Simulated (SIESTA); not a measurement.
**TiSi2 under changes of volume**

One of the cells (13.701 Å³/atom); the others are scaled copies at fixed shape and fractional positions:

```
CELL_PARAMETERS angstrom
0.00000 4.08988 4.23429
2.37347 0.00000 4.23429
2.37347 4.08988 0.00000
ATOMIC_POSITIONS crystal
Ti 0.75000 0.75000 0.75000
Ti 0.50000 0.50000 0.50000
Si 0.41257 0.08743 0.41257
Si 0.08743 0.41257 0.08743
Si 0.16257 0.83743 0.16257
Si 0.83743 0.16257 0.83743
```

The cell is a database's computed one.

* Program: SIESTA 5.4.2
* Functional: PBE
* Potentials or basis: PseudoDojo 0.4 standard (PBE files)
* Basis: DZP (energy shift 0.003 Ry; two zetas on semicore shells)
* Grid cutoff: 800 Ry
* Energy shift: 0.003 Ry
* k mesh: 7 × 7 × 7
* Occupations: fermi-dirac, width 0.05 eV
* Spin: no spin polarisation

| volume (Å³/atom) | energy over the lowest point (meV/atom) | pressure (GPa) | largest force (eV/Å) |
| --- | --- | --- | --- |
| 13.142 | ? | ? | ? |
| 13.421 | 22.93 | 9.6 | 0.055 |
| 13.701 | 9.53 | 5.9 | 0.037 |
| 14.260 | 0.00 | -0.2 | 0.019 |
| 14.540 | 2.67 | -2.8 | 0.005 |

Task: What does the run at 13.142 Å³/atom give?

Result: Energy over the lowest point 43.02 meV/atom; pressure 13.6 GPa; largest force 0.073 eV/Å.

Worked out: A Birch-Murnaghan fit of order 2 (a polynomial in V^(-2/3)) to the other rows has its minimum at 14.24 Å³/atom with B0 = V·E''(V) = 142 GPa at fixed shape and positions, which overstates the stiffness. It gives 42.72 meV/atom at 13.142 Å³/atom, against the run's 43.02, and -dE/dV = 13.4 GPa, against 13.6.

Energies are extrapolated to zero smearing.

Caveats: the basis of atomic orbitals isn't converged, which shifts pressures, moduli and gaps.
